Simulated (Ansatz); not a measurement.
# CdTe: band gap under strain

Aim: follow the gap of CdTe in the zincblende structure through these states: +2.0 % equal strain in all directions; +3.0 % equal strain in all directions; +4.0 % equal strain in all directions. The table at the end shows which levels were run.

Code: Ansatz 0.2.0. PAW datasets, plane waves. Spin-unpolarised throughout; all numbers are computed.

## 1. The cell

The unstrained cell was relaxed with r2SCAN; in each strained cell the atoms were relaxed again with r2SCAN. Names of k-points are those of the unstrained zone, where strain can split equivalent points. First state: +2.0 % equal strain in all directions.

It is cubic, F-43m (No. 216); a = 6.691 Å in the conventional setting, 37.45 Å³ an atom. Cd has 4 Te at 2.90 Å; Te has 4 Cd at 2.90 Å.

The structure in full:

```cif
data_structure
_symmetry_space_group_name_H-M 'P 1'
_symmetry_Int_Tables_number 1
_cell_length_a 4.7313
_cell_length_b 4.7313
_cell_length_c 4.7313
_cell_angle_alpha 60.000
_cell_angle_beta 60.000
_cell_angle_gamma 60.000
_cell_volume 74.89
loop_
_atom_site_label
_atom_site_type_symbol
_atom_site_fract_x
_atom_site_fract_y
_atom_site_fract_z
_atom_site_occupancy
Cd1 Cd 0.00000 0.00000 0.00000 1
Te1 Te 0.25000 0.25000 0.25000 1
```

From earlier runs on the unstrained cell: PBE 0.66 eV, r2SCAN 1.16 eV, HSE06 1.53 eV, r2SCAN+SOC 0.90 eV, G0W0 1.21 eV (on its mesh); a = 6.560 Å.

## 2. +2.0 % equal strain in all directions: PBE

File input.yaml:

```yaml
crystal:
  lattice:
    - [0.0, 3.3455542185, 3.3455542185]
    - [3.3455542185, 0.0, 3.3455542185]
    - [3.3455542185, 3.3455542185, 0.0]
  atoms:
    - { symbol: Cd, position: [0.0, 0.0, 0.0] }
    - { symbol: Te, position: [0.25, 0.25, 0.25] }
kpoints:
  mp_grid: { grid: [6, 6, 6] }
  band_path:
    path:
      - [0.0, 0.0, 0.0]
      - [-0.5, -0.5, 0.0]
      - [-0.375, -0.375, 0.25]
      - [-0.375, 0.0, 0.375]
      - [0.0, 0.0, 0.5]
      - [-0.5, -0.25, 0.25]
    npoints: 1
hamiltonian:
  xc: pbe
scf:
  occupations: { method: fermi_dirac, width: 0.02 }
  n_extra_bands: 4
output:
  forces: true
  stress: true
  eigenvalues: true
```

Started as:

```bash
> ansatz run input.yaml --threads 2 --pin off --max-ram 20275MiB --backend cpu --events-out ev --progress --plain --runs-dir out
```

The runs that follow: +2.0 % equal strain in all directions: r2SCAN; +2.0 % equal strain in all directions: HSE06; +2.0 % equal strain in all directions: r2SCAN+SOC; +2.0 % equal strain in all directions: r2SCAN; +2.0 % equal strain in all directions: G0W0@PBE; +3.0 % equal strain in all directions: PBE; +3.0 % equal strain in all directions: r2SCAN; +3.0 % equal strain in all directions: HSE06; +3.0 % equal strain in all directions: r2SCAN+SOC; +3.0 % equal strain in all directions: r2SCAN; +3.0 % equal strain in all directions: G0W0@PBE; +4.0 % equal strain in all directions: PBE; +4.0 % equal strain in all directions: r2SCAN; +4.0 % equal strain in all directions: HSE06; +4.0 % equal strain in all directions: r2SCAN+SOC; +4.0 % equal strain in all directions: r2SCAN; +4.0 % equal strain in all directions: G0W0@PBE.

Q: Predict the outcome of this session.

As calculated:

Least gap in eV (negative: overlap), with the change from the unstrained cell in brackets. G0W0 is on its own coarse mesh.

```
                                state  volume change (%)           PBE        r2SCAN         HSE06          G0W0
+2.0 % equal strain in all directions               +6.1  0.49 (-0.17)  0.97 (-0.19)  1.32 (-0.21)  0.98 (-0.23)
+3.0 % equal strain in all directions               +9.3  0.41 (-0.25)  0.88 (-0.28)  1.23 (-0.30)  0.87 (-0.34)
+4.0 % equal strain in all directions              +12.5  0.33 (-0.33)  0.79 (-0.37)  1.13 (-0.40)  0.77 (-0.44)
```

With HSE06, of the states in the table +4.0 % equal strain in all directions shifts the gap most, by -0.398 eV. PBE and HSE06 differ by 0.86 eV on the unstrained gap, and by at most 0.06 eV on its change: PBE follows the response to strain far better than the gap itself. Spin-orbit coupling is left out of the table, though the cell holds Te (Z = 52); in an element this heavy it can shift bands and gaps by tenths of an eV. G0W0 here is at a finite number of bands, screening cutoff and k mesh, not at the basis limit.
